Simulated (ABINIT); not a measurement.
Crystal: TaSi2.

```
CELL_PARAMETERS angstrom
4.78000 0.00000 0.00000
-2.39000 4.13960 0.00000
0.00000 0.00000 6.56400
ATOMIC_POSITIONS crystal
Ta 0.00000 0.50000 0.16667
Ta 0.50000 0.50000 0.83333
Ta 0.50000 0.00000 0.50000
Si 0.33330 0.16665 0.16667
Si 0.16665 0.83335 0.83333
Si 0.83335 0.66670 0.50000
Si 0.66670 0.83335 0.16667
Si 0.83335 0.16665 0.83333
Si 0.16665 0.33330 0.50000
```

Base run:

```yaml
Program: ABINIT 10.8.3 (patched build)
Functional: PBE
Potentials_or_basis: JTH PAW PBE v2.0
Cutoff: 517 eV
k_mesh: 7 × 7 × 4
Occupations: fermi-dirac, width 0.05 eV
Spin: no spin polarisation
```

Its results: band gap on the k mesh none (metal or under the smearing width); pressure 3.4 GPa; largest force 0.785 eV/Å.

Q: The run is repeated on the same cell with these changes: functional from PBE to PBEsol; potentials or basis from JTH PAW PBE v2.0 to PseudoDojo NC SR PBEsol v0.4.1 standard; cutoff from 517 eV to 789 eV. What comes out?

A: Band gap on the k mesh none (metal or under the smearing width); pressure -1.3 GPa; largest force 0.746 eV/Å.

Caveats: spin-orbit coupling is left out, which moves the levels of the heavy elements; the cell's inner coordinates are idealised or old, which leaves forces on the atoms.
